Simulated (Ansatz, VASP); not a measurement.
**Zn in VASP and in Ansatz**

```
Zn
1.0
     2.27196    0.00000    0.00000
    -1.13598    1.96757    0.00000
     0.00000    0.00000    2.28529
Zn
1
Cartesian
  0.0000 0.0000 0.0000
```

Change from the starting cell: volume scaled by 0.58, PAW files.

Alike in both runs: task single point; functional PBE; k mesh 16 × 16 × 15; occupations fermi-dirac, width 0.1 eV; no spin polarisation.

|  | VASP | Ansatz |
| --- | --- | --- |
| version | VASP 6.6.1 | Ansatz 0.2.0 |
| potentials or method | VASP PAW PBE potentials, release 64 (Zn) | PAW with Ansatz's default frozen-core files, scalar-relativistic |
| plane-wave cutoff (eV) | 520 | 420 |
| valence electrons in the cell | 12 | 12 |

Ansatz gave:

```
pressure (GPa)                                  : 100.2
largest component of the traceless stress (GPa) : 0.02
```

Estimate VASP's values.

pressure (GPa): 102.2; largest component of the traceless stress (GPa): 0.61.

Caveats: the cell as given lies far from equilibrium; so large a pressure means that the cell lies far from this level's equilibrium, or that cutoff or potentials fall short (VASP).
